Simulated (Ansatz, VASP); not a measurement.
## Two plane-wave programs on Al

```xyz
1
Lattice="0.0000 2.0248 2.0248 2.0248 0.0000 2.0248 2.0248 2.0248 0.0000" Properties=species:S:1:pos:R:3 pbc="T T T"
Al    0.0000    0.0000    0.0000
```

Alike in both runs: task single point; functional r2SCAN; dispersion rVV10; k mesh 8 × 8 × 8; occupations gaussian, width 0.1 eV; no spin polarisation.

|  | VASP | Ansatz |
| --- | --- | --- |
| version | VASP 6.6.1 | Ansatz 0.2.0 |
| potentials or method | VASP PAW PBE potentials, release 64 (Al) | scalar-relativistic, plane waves, PAW |
| plane-wave cutoff (eV) | 520 | 500 |
| valence electrons in the cell | 3 | 3 |

VASP gave:

| Item | Value |
| --- | --- |
| gap on the k mesh at the Fermi level (eV) | none |
| pressure (GPa) | -3.8 |

Task: Which values does Ansatz return?

Result: gap on the k mesh at the Fermi level (eV): none; pressure (GPa): -3.6.

A gap of «none» marks a metal or a gap that the smearing closes.

Caveats: the PAW data sets were made with another functional, which shifts forces and pressure a little (VASP).
